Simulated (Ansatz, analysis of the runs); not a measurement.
# Transmission past a defect: Pt wire along [110], 2 atoms a period, NO placed on top of one Pt

What does the defect do to the conductance?

Program: Ansatz 0.2.0. Level of theory: DFT PBE, plane waves, PAW; relaxation of a wire's period, in the first sound run; inputs show where later runs differ. Results are calculated unless marked as measured.

Report form: the programs' logs are mostly left out.

### Step 1. Set-up

The cell holds 2 atoms: 2 Pt. Cell: a = 8.785 Å, b = 8.204 Å, c = 2.807 Å, α = 90.0°, β = 90.0°, γ = 90.0°. Vacuum lies along a and b. The structure's axis is c.

### Step 2. Relaxing the period

Band widths follow the bond lengths, so the wire is relaxed first. The atoms and the third cell vector are free; the box across stays fixed as vacuum. Moments are seeded so that a magnetic state can form if it lies lower. A Fermi-Dirac smearing is set since the result may be a metal. The pressure printed is a third of the stress's trace over the whole box, vacuum included; only the stress along the axis is relaxed.

File input.yaml:

```yaml
crystal:
  lattice:
    - [8.785, 0.0, 0.0]
    - [0.0, 8.204, 0.0]
    - [0.0, 0.0, 2.8072139213]
  atoms:
    - { symbol: Pt, position: [0.387023335, 0.414431984, 0.0], spin: 0.48 }
    - { symbol: Pt, position: [0.612976665, 0.585520107, 0.5], spin: 0.48 }
magnetization:
  spin_polarized: true
kpoints:
  mp_grid: { grid: [1, 1, 29] }
scf:
  occupations: { method: fermi_dirac, width: 0.05 }
hamiltonian:
  xc: pbe
relax:
  cell: { fix: [a, b, alpha, beta, gamma] }
  max_steps: 60
```

Command:

```console
> ansatz run input.yaml --threads 16 --pin off --max-ram 61440MiB --backend cuda --events-out ev --progress --plain --runs-dir out --max-vram 78GiB
```

Elapsed: 6.1 s, on 1 × NVIDIA GB200 with 16 threads of Arm Neoverse V2, shared host; peak memory 1.2 GiB.

The steps of the relaxation:

```csv
step,energy less that of the first step (eV),largest force component (eV/Å),pressure (GPa),volume (Å³)
1,0.0000,1.5247,-3.74,202.32
2,-0.5181,1.6076,0.90,192.28
3,-0.7780,0.2523,-1.25,184.79
4,-0.8126,0.3394,0.11,176.04
5,-0.8364,0.1458,0.19,178.65
6,-0.8380,0.0087,-0.04,178.78
7*,-0.8348,0.0081,-0.04,178.78
```

Relaxation steps marked * repeat the geometry before them on a plane-wave basis chosen anew for their cell, so energy and pressure can jump there.

Forces are held to the 4 operations that the run works with; a distortion that breaks them can't arise in this run.

```csv
cell as run,before,after,change
c (Å),2.807,2.481,-11.6 %
```

The atoms that moved most (Å, along periodic axes as changes of fractional coordinates times the final cell, across vacuum about the mean position):

```csv
atom,dx,dy,dz,length
Pt1,0.040,0.032,0.000,0.051
Pt2,-0.040,-0.032,0.000,0.051
```

Final coordinates:

```xyz
2
Lattice="8.7850 0.0000 0.0000 0.0000 8.2040 0.0000 0.0000 0.0000 2.4805" Properties=species:S:1:pos:R:3
Pt    3.4397    3.4320    0.0000
Pt    5.3453    4.7716    1.2403
```

This step gave:

```yaml
energy_at_zero_smearing: -25042.2050 eV
cell_length_along_the_wire: 2.481 Å
```

The cell's length comes to 2.481 Å with no moment.

### Step 3. The perfect wire

This step: DFT PBE, plane waves, PAW; channels and complex bands of a perfect wire (Ansatz 0.2.0).

At the relaxed period the Bloch states of the perfect wire are found at each energy: those that move forward count the open channels, and those that decay describe how a disturbance dies away inside the wire itself. An energy step of 0.035 eV is under the 0.039 eV that the program asks for its thermal average at 300 K.

File input.yaml:

```yaml
crystal:
  lattice:
    - [8.785, 0.0, 0.0]
    - [0.0, 8.204, 0.0]
    - [0.0, 0.0, 2.4805436507]
  atoms:
    - { symbol: Pt, position: [0.391542048, 0.418335964, 0.0] }
    - { symbol: Pt, position: [0.608457952, 0.581616127, 0.5] }
kpoints:
  mp_grid: { grid: [1, 1, 33] }
scf:
  occupations: { method: fermi_dirac, width: 0.05 }
hamiltonian:
  xc: pbe
output:
  transmission:
    e_range: [-1.5, 1.5]
    de: 0.035
    kmesh: [1, 1]
    reduced_basis: true
    leads: [[0, 0]]
```

It took 23 s on 1 × NVIDIA GB200 with 16 threads; peak memory 4.2 GiB; 2.7 min of CPU time.

Numbers from this step:

- energy at zero smearing: -25042.1935 eV
- channels at the energy nearest the Fermi level, one spin: 7
- conductance of the lead as this run defines it: 6.837 G₀
- band gap: 0 eV

Table of open channels of the lead, one spin by energy, zero at the Fermi level:

```csv
energy (eV),"open channels of the lead, one spin"
-1.500,5
-1.395,7
-1.290,7
-1.185,7
-1.115,7
-1.010,6
-0.905,8
-0.800,9
-0.695,8
-0.590,8
-0.485,8
-0.415,6
-0.310,6
-0.205,6
-0.100,7
0.005,7
0.110,5
0.215,5
0.285,5
0.390,4
0.495,4
0.600,4
0.705,3
0.810,3
0.915,3
0.985,3
1.090,2
1.195,2
1.300,2
1.405,2
```

The slowest values at each energy, most degenerate partners merged, listed up to 1.5 1/Å. The Im kz of the slowest decaying states by energy, zero at the Fermi level:

```csv
energy (eV),decay 1 (Å⁻¹),decay 2 (Å⁻¹),decay 3 (Å⁻¹),decay 4 (Å⁻¹)
-1.500,0.0247,0.267,0.544,0.911
-1.395,0.242,0.485,0.873,1.13
-1.290,0.213,0.412,0.832,1.12
-1.185,0.180,0.317,0.784,1.10
-1.115,0.156,0.224,0.749,1.09
-1.010,0.0282,0.114,0.686,1.08
-0.905,0.0485,0.605,1.06,1.25
-0.800,0.0683,0.483,1.05,1.24
-0.695,0.0886,0.310,1.03,1.23
-0.590,0.0979,0.312,1.02,1.21
-0.485,0.0995,0.288,1.00,1.20
-0.415,0.0963,0.0972,0.252,0.994
-0.310,0.0841,0.245,0.266,0.979
-0.205,0.0571,0.331,0.401,0.965
-0.100,0.394,0.481,0.951,1.16
0.005,0.445,0.541,0.936,1.15
0.110,0.0848,0.488,0.589,0.923
0.215,0.151,0.525,0.629,0.910
0.285,0.182,0.547,0.653,0.901
0.390,0.105,0.219,0.577,0.685
0.495,0.155,0.250,0.605,0.713
0.600,0.189,0.277,0.629,0.739
0.705,0.0701,0.217,0.300,0.652
0.810,0.105,0.239,0.322,0.673
0.915,0.128,0.259,0.342,0.692
0.985,0.140,0.270,0.354,0.704
1.090,0.0544,0.155,0.285,0.372
1.195,0.0872,0.166,0.299,0.389
1.300,0.108,0.175,0.311,0.405
1.405,0.122,0.181,0.322,0.421
```

By hand: the program gives 7.3505 × 10^14 S/m² over the cell's cross-section of 72.07 Å² = 7.207 × 10^-19 m², so one cell conducts 5.298 × 10^-4 S. Divided by G0 = 2e²/h = 7.748 × 10^-5 S this is 6.84 G0, a resistance of 1.89 kΩ.

At the computed energy nearest the Fermi level there are 7 channels a spin, and the thermal average gives 6.84 G₀.

### Step 4. Relaxing the junction

This step: DFT PBE, plane waves, PAW; relaxation of a junction in a wire, ends held (Ansatz 0.2.0).

System of this step: Pt wire along [110], 2 atoms a period, NO placed on top of one Pt. The cell holds 20 atoms: 18 Pt, 1 N and 1 O. Cell: a = 8.785 Å, b = 8.204 Å, c = 22.325 Å, α = 90.0°, β = 90.0°, γ = 90.0°. Regions: held atoms, 12 atoms (12 Pt); free atoms, 8 atoms (6 Pt, 1 N and 1 O). Vacuum lies along a and b. The structure's axis is c.

8 atoms at the defect are free to relax, while 12 stay where the perfect wire has them, so that the ends still repeat as a lead.

File input.yaml:

```yaml
crystal:
  lattice:
    - [8.785, 0.0, 0.0]
    - [0.0, 8.204, 0.0]
    - [0.0, 0.0, 22.324892856]
  atoms:
    - { symbol: Pt, position: [0.391542048, 0.418335964, 0.0] }
    - { symbol: Pt, position: [0.608457952, 0.581616127, 0.055555556] }
    - { symbol: Pt, position: [0.391542048, 0.418335964, 0.111111111] }
    - { symbol: Pt, position: [0.608457952, 0.581616127, 0.166666667] }
    - { symbol: Pt, position: [0.391542048, 0.418335964, 0.222222222] }
    - { symbol: Pt, position: [0.608457952, 0.581616127, 0.277777778] }
    - { symbol: Pt, position: [0.391542048, 0.418335964, 0.333333333] }
    - { symbol: Pt, position: [0.608457952, 0.581616127, 0.388888889] }
    - { symbol: Pt, position: [0.391542048, 0.418335964, 0.444444444] }
    - { symbol: Pt, position: [0.608457952, 0.581616127, 0.5] }
    - { symbol: Pt, position: [0.391542048, 0.418335964, 0.555555556] }
    - { symbol: Pt, position: [0.608457952, 0.581616127, 0.611111111] }
    - { symbol: Pt, position: [0.391542048, 0.418335964, 0.666666667] }
    - { symbol: Pt, position: [0.608457952, 0.581616127, 0.722222222] }
    - { symbol: Pt, position: [0.391542048, 0.418335964, 0.777777778] }
    - { symbol: Pt, position: [0.608457952, 0.581616127, 0.833333333] }
    - { symbol: Pt, position: [0.391542048, 0.418335964, 0.888888889] }
    - { symbol: Pt, position: [0.608457952, 0.581616127, 0.944444444] }
    - { symbol: "N", position: [0.800866112, 0.727263606, 0.5], spin: 0.4 }
    - { symbol: O, position: [0.90961855, 0.809586094, 0.5], spin: 0.4 }
magnetization:
  spin_polarized: true
kpoints:
  mp_grid: { grid: [1, 1, 2] }
scf:
  occupations: { method: fermi_dirac, width: 0.1 }
hamiltonian:
  xc: pbe
relax:
  constraints: [{ sites: [0, 1, 2, 3, 4, 5, 12, 13, 14, 15, 16, 17] }]
  f_tol: 0.04
  max_steps: 35
```

Wall time 51 s (1 × NVIDIA GB200 with 16 threads); peak memory 1.5 GiB; 2.4 min of CPU time.

Step by step:

```csv
step,energy less that of the first step (eV),largest force component (eV/Å)
1,0.0000,2.0974
2,-0.6714,2.0484
3,-0.1650,6.8340
4,-0.8274,0.8996
5,-0.8963,0.7138
6,-1.0435,0.5259
7,-1.2638,0.8809
8,-1.5190,0.5026
9,-1.5970,0.3815
10,-1.6528,0.2462
11,-1.6415,0.5540
12,-1.6705,0.1449
13,-1.6795,0.2202
14,-1.6442,1.3053
15,-1.6873,0.2248
16,-1.6937,0.2853
17,-1.6948,0.0717
18,-1.6961,0.1540
19,-1.6975,0.0433
20,-1.6975,0.0427
21,-1.6975,0.0257
```

Relaxation steps 3, 11, 14 were tried and not accepted.

The atoms that moved most (Å):

```csv
atom,dx,dy,dz,length
Pt8,0.209,-0.992,-0.191,1.032
Pt12,0.296,-0.741,0.087,0.803
Pt11,-0.023,0.651,0.000,0.652
Pt7,-0.215,0.466,0.054,0.516
N19,0.067,-0.478,-0.139,0.502
Pt10,0.293,-0.310,-0.106,0.440
O20,-0.271,-0.172,-0.188,0.372
Pt9,0.042,-0.052,0.102,0.122
```

This step gave:

```yaml
energy_at_zero_smearing: -226331.0960 eV
```

The largest force component on a free atom ends at 0.026 eV/Å, under the limit of 0.04. N ends nearest to O at 1.16 Å and Pt at 1.79 Å. 4 atoms of the wire itself, hydrogen apart, moved by over 0.45 Å, up to 1.03 Å.

### Step 5. The open system

This step: DFT PBE, plane waves, PAW; transmission of a junction in a wire (Ansatz 0.2.0).

The cell is now read as a scatterer between two semi-infinite leads, named by two sites one period apart. The scattering states in its self-consistent potential are matched to the leads' states at each energy. One point across is taken; the program will flag that the box is too narrow for that.

File input.yaml:

```yaml
crystal:
  lattice:
    - [8.785, 0.0, 0.0]
    - [0.0, 8.204, 0.0]
    - [0.0, 0.0, 22.324892856]
  atoms:
    - { symbol: Pt, position: [0.391542048, 0.418335964, 0.0] }
    - { symbol: Pt, position: [0.608457952, 0.581616127, 0.055555556] }
    - { symbol: Pt, position: [0.391542048, 0.418335964, 0.111111111] }
    - { symbol: Pt, position: [0.608457952, 0.581616127, 0.166666667] }
    - { symbol: Pt, position: [0.391542048, 0.418335964, 0.222222222] }
    - { symbol: Pt, position: [0.608457952, 0.581616127, 0.277777778] }
    - { symbol: Pt, position: [0.3670450416, 0.4751662135, 0.3357494744] }
    - { symbol: Pt, position: [0.6322658297, 0.4606861842, 0.3803358543] }
    - { symbol: Pt, position: [0.3963423074, 0.4119764729, 0.4490180105] }
    - { symbol: Pt, position: [0.641808127, 0.5438324689, 0.4952354397] }
    - { symbol: Pt, position: [0.3889499786, 0.4977396764, 0.5555724173] }
    - { symbol: Pt, position: [0.6421464827, 0.491284052, 0.6150156404] }
    - { symbol: Pt, position: [0.391542048, 0.418335964, 0.666666667] }
    - { symbol: Pt, position: [0.608457952, 0.581616127, 0.722222222] }
    - { symbol: Pt, position: [0.391542048, 0.418335964, 0.777777778] }
    - { symbol: Pt, position: [0.608457952, 0.581616127, 0.833333333] }
    - { symbol: Pt, position: [0.391542048, 0.418335964, 0.888888889] }
    - { symbol: Pt, position: [0.608457952, 0.581616127, 0.944444444] }
    - { symbol: "N", position: [0.8084625468, 0.6690498009, 0.4937568519] }
    - { symbol: O, position: [0.8788253976, 0.7885931688, 0.4915866867] }
kpoints:
  mp_grid: { grid: [1, 1, 4] }
scf:
  occupations: { method: fermi_dirac, width: 0.05 }
hamiltonian:
  xc: pbe
output:
  transmission:
    e_range: [-1.5, 1.5]
    de: 0.035
    kmesh: [1, 1]
    reduced_basis: true
    leads: [[16, 0]]
  dos: { projected: true, e_range: [-4, 3] }
  write_potential: true
  write_density: true
  volumetric_format: npy
  elf: true
```

The job ended after 36 s (1 × NVIDIA GB200 with 16 threads; peak memory 6.2 GiB).

Numbers from this step:

* energy at zero smearing: -226331.0713 eV
* transmission at the energy nearest the Fermi level, one spin: 2.435
* step of the lead's Hamiltonian: 34.4 meV
* conductance of the junction: 2.371 G₀

The transmission, one spin by energy, zero at the Fermi level:

```csv
energy (eV),"transmission, one spin"
-1.500,2.6
-1.395,2.73
-1.290,2.96
-1.185,3.38
-1.150,3.49
-1.115,3.47
-1.010,3.29
-0.905,2.40
-0.800,2.20
-0.695,2.15
-0.590,2.01
-0.485,1.87
-0.415,1.74
-0.310,1.98
-0.205,2.19
-0.100,2.42
-0.030,2.45
0.005,2.44
0.110,2.02
0.215,1.88
0.285,1.43
0.390,1.27
0.495,1.26
0.600,1.36
0.705,1.35
0.810,1.26
0.915,1.08
0.985,0.905
1.090,0.822
1.195,1.01
1.300,1.23
1.405,1.42
```

The open channels of the lead, one spin by energy, zero at the Fermi level:

```csv
energy (eV),"open channels of the lead, one spin"
-1.50,7
-1.43,7
-1.32,7
-1.25,7
-1.19,7
-1.11,7
-1.01,8
-0.94,8
-0.87,9
-0.77,5
-0.69,8
-0.62,8
-0.52,8
-0.45,6
-0.38,6
-0.31,6
-0.20,6
-0.14,7
-0.07,7
0.01,7
0.04,7
0.11,5
0.18,5
0.28,4
0.35,4
0.42,4
0.49,4
0.60,3
0.67,3
0.74,3
0.84,3
0.92,3
0.98,3
1.09,2
1.16,2
1.23,2
1.30,2
1.41,2
1.48,2
```

By hand: the program gives 2.5486 × 10^14 S/m² over the cell's cross-section of 72.07 Å² = 7.207 × 10^-19 m², so one cell conducts 1.837 × 10^-4 S. Divided by G0 = 2e²/h = 7.748 × 10^-5 S this is 2.37 G0, a resistance of 5.44 kΩ.

The conductance is 2.37 G₀, with 7 channels a spin open in the lead. The lead's Hamiltonian steps by 34.4 meV, which the program calls too much for a lead. The largest term of the program's error estimate is 7 %, from the steps of its leads' Hamiltonians or their offsets.

### Step 6. Landauer integrals

This step: Landauer integrals over the computed T(E), interpolated linearly between its energies (analysis of the runs above).

Conductance and thermopower are moments of T(E) over the thermal window; sliding the window along E stands for a gate that leaves T(E) rigid.

This step gave:

* conductance at 300 K, interpolated from T(E): 2.389 G₀
* thermopower at 300 K: 4.601 μV/K
* Lorenz number over L0: 0.9498

T(E) held rigid; rough near sharp steps of T(E). The conductance at 300 K by shift of the leads' level:

```csv
shift of the leads' level (eV),conductance at 300 K (G₀)
-1.150,3.31
-1.050,2.95
-1.000,3.01
-0.900,2.50
-0.850,2.29
-0.750,2.07
-0.650,2.07
-0.600,2.02
-0.500,1.9
-0.450,1.81
-0.350,1.91
-0.300,2.05
-0.200,2.21
-0.100,2.37
-0.050,2.42
0.050,2.26
0.100,2.09
0.200,1.88
0.300,1.48
0.350,1.34
0.450,1.26
0.500,1.28
0.600,1.34
0.650,1.35
0.750,1.31
0.850,1.19
0.900,1.1
1.000,0.872
1.050,0.818
1.150,0.931
```

T(E) held rigid; rough near sharp steps of T(E). Table of thermopower at 300 K by shift of the leads' level:

shift of the leads' level (eV), thermopower at 300 K (μV/K) and a bar from the least value:
```
   -1.150        4.2 #################
   -1.050       -0.5 #############
   -0.950       13.9 ##########################
   -0.800        7.9 #####################
   -0.700       -0.6 ############
   -0.600        2.9 ################
   -0.500        7.1 ####################
   -0.400       -4.2 #########
   -0.250       -5.2 ########
   -0.150       -6.1 #######
   -0.050       -0.4 #############
    0.050       10.2 #######################
    0.150        7.6 ####################
    0.250       17.7 ##############################
    0.400        4.2 #################
    0.500       -2.7 ##########
    0.600       -2.0 ###########
    0.700        2.0 ###############
    0.800        7.1 ####################
    0.950       16.8 #############################
    1.050        1.2 ##############
    1.150      -13.6
```

The two levels move by half the bias each and T(E) is held rigid. Current from the zero-bias T(E) against bias:

```csv
bias (V),current from the zero-bias T(E) (μA)
0.000,0
0.100,18.4
0.200,36.1
0.300,53.0
0.400,69.0
0.500,84.5
0.600,98.9
0.700,112
0.800,124
0.900,136
1.000,148
1.100,161
1.200,174
1.300,187
1.400,200
1.500,213
1.600,226
1.700,240
1.800,254
1.900,268
2.000,283
```

By hand, Mott's formula: S = −(π²k²T/3e) d ln T/dE, and π²k²T/3e = 7.33 μV/K × eV at 300 K. The computed T is 2.44 at -0.065 eV and 2.09 at +0.075 eV, so d ln T/dE ≈ -1.09 per eV and S ≈ 8.01 μV/K, against 4.60 from the integrals. The two differ since ln T is not straight over the thermal window.

The thermopower is 4.60 μV/K. The Lorenz ratio is 0.95, where the Wiedemann-Franz law gives 1. Moving the level by up to 0.1 eV either way gives -4.6 to 10 μV/K.

### Step 7. Summary of results

```yaml
conductance_of_the_perfect_wire: 6.84 G₀
conductance_no_placed_on_top_of_one_pt: 2.37 G₀
thermopower_no_placed_on_top_of_one_pt: 4.60 μV/K
```

**Reading.** Summed over the computed window, 36 % of the lead's open channels pass the defect; the conductance at 300 K is 2.37 G₀. With NO placed on top of one Pt, 36 % of the conductance of that run's own lead (6.57 G₀) is left. Transport is coherent and elastic here: the atoms are frozen, so scattering by vibrations plays no part. In the perfect wire the moments were started parallel, and no opposed start was run. With NO placed on top of one Pt several atoms of the wire itself moved far in the relaxation, so the changed stretch between the held leads may scatter as well as the defect. Adsorbates are named by the site where they were placed; the distances after each relaxation show where they ended. The free region is short: held atoms still bear up to 0.7 eV/Å after a relaxation. Spin-orbit coupling is left out, which matters for the bands of heavy atoms. In 1 run the program finds the step of the lead's Hamiltonian too large, so longer leads may change the transmission. A junction with open d shells ran without spin, after the few moments seeded in its relaxation died away; moments on all d atoms were not tried. A cell with an odd number of electrons ran without spin; a level of the scatterer near the Fermi level could split if spin were allowed. The program marked the mesh across the current as unconverged: one point across may be too few, as where atoms come near their images or a face has no vacuum.

[Logs are printed without paths, hosts, clocks, repeated set-up lines and the standing remarks that a program may print on its own settings, such as how far it seeks lower states.]

[Hosts, paths, dates, database ids (printed as entryN), source tags and the programs' standing remarks are cut or masked in the printed files.]
